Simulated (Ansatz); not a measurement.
The system is SrVO3.

```
Sr V O
1.0
     3.84090    0.00000    0.00000
     0.00000    3.84090    0.00000
     0.00000    0.00000    3.84090
Sr V O
1 1 3
Direct
  0.50000 0.50000 0.50000
  0.00000 0.00000 0.00000
  0.00000 0.00000 0.50000
  0.00000 0.50000 0.00000
  0.50000 0.00000 0.00000
```

```yaml
Program: Ansatz 0.2.0
Task: relaxation of cell and atoms
Functional: BLYP
Potentials_or_basis: Ansatz PAW
Cutoff: "420 eV (not typed: the program's choice for these potentials)"
k_mesh: 7 × 7 × 7
Occupations: fermi-dirac, width 0.05 eV
Spin: collinear spin, ferromagnetic start
Starting_moments: "[0.0, 2.0, 0.0, 0.0, 0.0] μB"
```

At the start: volume 11.33 Å³/atom.

Task: How do energy, volume and symmetry change on relaxing?

Result: It ends after 7 steps and the volume is 11.85 Å³/atom (+4.5 %); space group Pm-3m (No. 221, to 0.05 Å); moment 0.00 μB per cell.

Step by step:
| step | energy change (eV) | largest force (eV/Å) | volume (Å³) |
| --- | --- | --- | --- |
| 1 | 0.0000 | 0.0000 | 56.66 |
| 2 | -0.0504 | 0.0000 | 58.70 |
| 3 | -0.0503 | 0.0000 | 59.08 |
| 4 | -0.0502 | 0.0000 | 59.11 |
| 5 | -0.0648 | 0.0000 | 59.11 |
| 6 | -0.0643 | 0.0000 | 59.23 |
| 7 | -0.0648 | 0.0000 | 59.23 |

Final structure:
```
CELL_PARAMETERS angstrom
3.89811 0.00000 0.00000
0.00000 3.89811 0.00000
0.00000 0.00000 3.89811
ATOMIC_POSITIONS crystal
Sr 0.50000 0.50000 0.50000
V 0.00000 0.00000 0.00000
O 0.00000 0.00000 0.50000
O 0.00000 0.50000 0.00000
O 0.50000 0.00000 0.00000
```

Caveat: the plane-wave basis is chosen anew once the cell has moved, so the energies of steps on either side of that aren't comparable; the pressure holds a Pulay correction of +0.7 GPa for the finite cutoff; the PAW data sets come from PBE, with cores solved anew for the run's functional, which leaves a small shift of forces and pressure; the starting moments weren't kept.
